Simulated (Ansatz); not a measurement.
**BaSnO3 under a change: pressure 0.3 GPa**

Take BaSnO3 in the cubic perovskite structure (space group Pm-3m, No. 221; a = 4.131 Å) as the base.

It is then changed as follows: a hydrostatic pressure of 0.3 GPa.

Calculations: plane-wave PAW DFT at the r2SCAN level (Ansatz, a first-principles code, 500 eV), no spin-orbit coupling. k-mesh 8×8×8 (Γ-centred); smearing 0.05 eV (Fermi–Dirac).

The volume per atom shrinks by 0.027 Å³, from 14.10 Å³ to 14.08 Å³ and the shortest interatomic distance is nearly the same (2.066 Å against 2.064 Å). The enthalpy H = E + PV relative to the base's energy comes out as +0.03 eV/atom and the band gap increases by 0.025 eV to 1.59 eV. The gap character remains indirect, R → Γ and the smallest direct gap grows by 0.024 eV, from 2.04 eV to 2.07 eV. The width of the top valence band is still 1.00 eV and the electron mass stays 0.19 mₑ (at Γ).

Load acts through the strain it causes; cell and atoms are relaxed under it. Masses are band curvatures over ±0.01 Å⁻¹ around the edge. Stability against distortions was not tested.
